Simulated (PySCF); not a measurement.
## Broadened absorption spectrum of aniline

Aniline, C6H7N.
Atom-mapped SMILES: `[NH2:1][c:2]1[cH:3][cH:4][cH:5][cH:6][cH:7]1` (hydrogens: H8, H9 on N1; H10 on C3; H11 on C4; H12 on C5; H13 on C6; H14 on C7)

Structure used (GFN2-xTB), in Å, numbered top down from 1:
```xyz
14
C6H7N angstrom
N      2.2767   -0.2109    0.2005
C      0.9078   -0.0794    0.0673
C      0.2619    1.0810    0.4943
C     -1.1137    1.1807    0.4266
C     -1.8710    0.1311   -0.0665
C     -1.2363   -1.0233   -0.4941
C      0.1389   -1.1312   -0.4311
H      2.7140   -0.9151   -0.3712
H      2.8007    0.6454    0.2811
H      0.8511    1.9018    0.8792
H     -1.5995    2.0863    0.7602
H     -2.9461    0.2124   -0.1184
H     -1.8178   -1.8464   -0.8840
H      0.6327   -2.0329   -0.7660
```

Level of theory: TDDFT CAM-B3LYP/def2-SVPD, vertical, gas phase, core orbitals frozen in the response in PySCF 2.14.0, density-fitted response routines.

Each state is given a Gaussian of 0.4 eV full width at half maximum, with ε(max) = 2.175×10⁸ f / Δν̃ (Δν̃ the width in cm⁻¹). The width is an assumption, not a result. The curve ends short of the highest state used, and states not computed would add to its high-energy end.

(λ (nm), ε (L mol⁻¹ cm⁻¹)): (186.5, 17965), (190.8, 3293), (195.2, 414), (199.5, 289), (203.8, 1310), (208.2, 4193), (212.5, 7764), (216.8, 9265), (221.2, 7632), (225.5, 4666), (229.8, 2249), (234.2, 1058), (238.5, 1005), (242.8, 1622), (247.2, 2360), (251.5, 2646), (255.8, 2328), (260.2, 1623), (264.5, 932), (268.8, 447), (273.1, 182), (277.5, 62), (281.8, 19), (286.1, 5)

Task: Where are the band maxima, and which computed states make them?

Result: 251 nm (4.93 eV), ε about 2600, made up of S1 (100%); 217 nm (5.72 eV), ε about 9300, made up of S2 (24%) and S3 (76%) (ε in L mol⁻¹ cm⁻¹; maxima over ε = 5, shares over 10%). At its high-energy end, 6.65 eV, the curve is still rising (ε about 18000, from S6 and S7). The states used: S1 4.93 eV (f 0.039); S2 5.59 eV (f 0.044); S3 5.77 eV (f 0.108); S4 6.46 eV (f 0.0004); S5 6.46 eV (f 0.0019); S6 6.90 eV (f 0.272); S7 6.91 eV (f 0.585); S8 7.25 eV (f 0.0017).

Task: Coming from long wavelengths, where does ε first pass 100 L mol⁻¹ cm⁻¹?

Result: At about 276 nm (4.50 eV), 0.43 eV below S1.

Task: On this curve, what absorbance would a 10⁻³ mol/L sample give at 222 nm over a 1 cm path?

Result: 222 nm is 5.585 eV, where ε is about 7100 L mol⁻¹ cm⁻¹, so A = ε c l ≈ 7.1 (Beer–Lambert, with the gas-phase spectrum and the assumed width).

Task: What would ε be at 5.72 eV, the highest of these maxima, with half the width (0.2 eV)?

Result: About 14600 L mol⁻¹ cm⁻¹ against 9270, a factor of about 1.6; a lone state at its own centre would give exactly 2.
